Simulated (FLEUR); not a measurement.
**MgO under changes of volume**

One of the cells (9.221 Å³/atom); the others are scaled copies at fixed shape and fractional positions:

```
Mg O
1.0
     0.00000    2.09700    2.09700
     2.09700    0.00000    2.09700
     2.09700    2.09700    0.00000
Mg O
1 1
Cartesian
  0.0000 0.0000 0.0000
  2.0970 2.0970 2.0970
```

The cell is a database's computed one.

```yaml
Program: FLEUR MaX-R8.1 (later development tree)
Functional: PBE
Potentials_or_basis: all-electron
Basis: FLAPW
Kmax: 4.35 1/bohr
k_mesh: 11 × 11 × 11
Occupations: fermi-dirac, width 0.05 eV
Spin: no spin polarisation
```

```tsv
volume (Å³/atom)	energy over the lowest point (meV/atom)	gap on the mesh (eV)
8.668	?	?
8.853	32.29	5.27
9.037	17.86	5.06
9.221	7.91	4.86
9.406	2.20	4.67
9.590	0.00	4.48
9.775	1.06	4.30
```

Question: What does the run at 8.668 Å³/atom give?

Answer: Energy over the lowest point 51.64 meV/atom; gap on the mesh 5.50 eV.

Worked out: A Birch-Murnaghan fit of order 3 (a polynomial in V^(-2/3)) to the other rows has its minimum at 9.62 Å³/atom with B0 = V·E''(V) = 142 GPa and B' = 5.4. It gives 52.11 meV/atom at 8.668 Å³/atom, against the run's 51.64. A straight line through the other rows of the gap, of slope -9.78 eV per unit of ln V (its deformation potential), extrapolates to 5.47 eV, against the run's 5.50.

Energies are extrapolated to zero smearing.

Caveats: the plane-wave cutoff is short for the semicore states, which can make moduli rough.
